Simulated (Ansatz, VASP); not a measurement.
## ZnO: VASP beside Ansatz

```
Zn O
1.0
     3.27947    0.00000    0.00000
    -1.63974    2.84011    0.00000
     0.00000    0.00000    5.29371
Zn O
2 2
Direct
  0.33333 0.66667 0.00151
  0.66667 0.33333 0.50151
  0.33333 0.66667 0.38059
  0.66667 0.33333 0.88059
```

Alike in both runs: functional PBE; k mesh 12 × 12 × 6; no spin polarisation.

Ansatz relaxed the structure, and its values are those at the end. VASP's run is a single point on that final structure, the one shown.

|  | VASP | Ansatz |
| --- | --- | --- |
| version | VASP 6.6.1 | Ansatz 0.2.0 |
| potentials or method | VASP PAW PBE potentials, release 64 (Zn, O) | scalar-relativistic, plane waves, PAW |
| plane-wave cutoff (eV) | 520 | 420 |
| occupations | gaussian, width 0.01 eV | fixed |
| valence electrons in the cell | 36 | 36 |

VASP gave:

- gap on the k mesh at the Fermi level (eV): 0.73
- least direct gap on the mesh (eV): 0.73
- pressure (GPa): 0.9

Problem. Estimate Ansatz's values.

Solution. gap on the k mesh at the Fermi level (eV): 0.74; least direct gap on the mesh (eV): 0.74; pressure (GPa): 0.0.
